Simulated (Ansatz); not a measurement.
# Stationary points along a deformation path in CdTe

These are results of DFT PBE, scalar-relativistic, plane waves, PAW (Ansatz), not measurements. Cutoff 420 eV, Γ-centred 10×10×10 k-points, Gaussian smearing of 0.05 eV. Spin–orbit coupling is left out, which matters for the heavy elements here. No spin polarisation. Energies are free energies at this smearing, counted from the undisturbed cell; pressure is positive in compression.

Reference structure (relaxed at this level):

```xyz
2
Lattice="0.0000 3.3087 3.3087 3.3087 0.0000 3.3087 3.3087 3.3087 0.0000" Properties=species:S:1:pos:R:3 pbc="T T T"
Cd    0.0000    0.0000    0.0000
Te    4.9630    4.9630    4.9630
```

At fixed volume and fractional coordinates, lengths along (0.000, 0.000, 1.000) are scaled against those across it; ρ is that ratio over its starting value. V = 36.222 Å³/atom. Δσ is the stress along the axis less the mean stress across it (compression positive).

| ρ | ΔE (meV/atom) | Δσ (GPa) | space group |
| --- | --- | --- | --- |
| 0.707 | 103.0 | 3.48 | I-4m2 |
| 0.780 | 57.4 | 2.70 | I-4m2 |
| 0.850 | 26.9 | 1.99 | I-4m2 |
| 0.920 | 7.8 | 1.17 | I-4m2 |
| 1.000 | 0.0 | 0.00 | F-43m |
| 1.200 | 51.1 | -4.10 | I-4m2 |
| 1.300 | 115.2 | -6.59 | I-4m2 |
| 1.414 | 217.4 | -9.57 | I-4m2 |

Question: How does the stress give the slope of the energy, and where is the energy stationary?

Answer: Along the path d ln(length) is 2/3 d ln ρ on the axis and −1/3 d ln ρ across it, so dE/d ln ρ = −(2/3) V Δσ: the energy falls with ρ where Δσ is positive. Δσ vanishes or changes sign at ρ = 1.000 (F-43m), a minimum at 0.0 meV/atom. Pairs of stationary points between two samples would go unseen, and could change a minimum read from distant neighbours into a maximum. At ρ = 1.000 the cell is cubic, where symmetry alone makes the stress isotropic and the slope zero.

Question: Integrate that slope from ρ = 1 to 0.780 by the trapezoid rule.

Answer: With V/N in Å³ and 1 eV/Å³ = 160.2 GPa the slopes at ρ = 1.000, 0.920, 0.850, 0.780 are 0, -177, -300, -406 meV/atom per unit of ln ρ. The steps add 7.4 + 18.9 + 30.4 = 56.6 meV/atom, against 57.4 from the energies; the trapezoid rule misses the curvature of the slope within each step.

The gap closes along the scan, which can put kinks into the curve.

Cost: 8 runs of about 2.2 core-minutes in all, on Intel Xeon Platinum 8175M (Skylake/Cascade Lake) (shared hosts).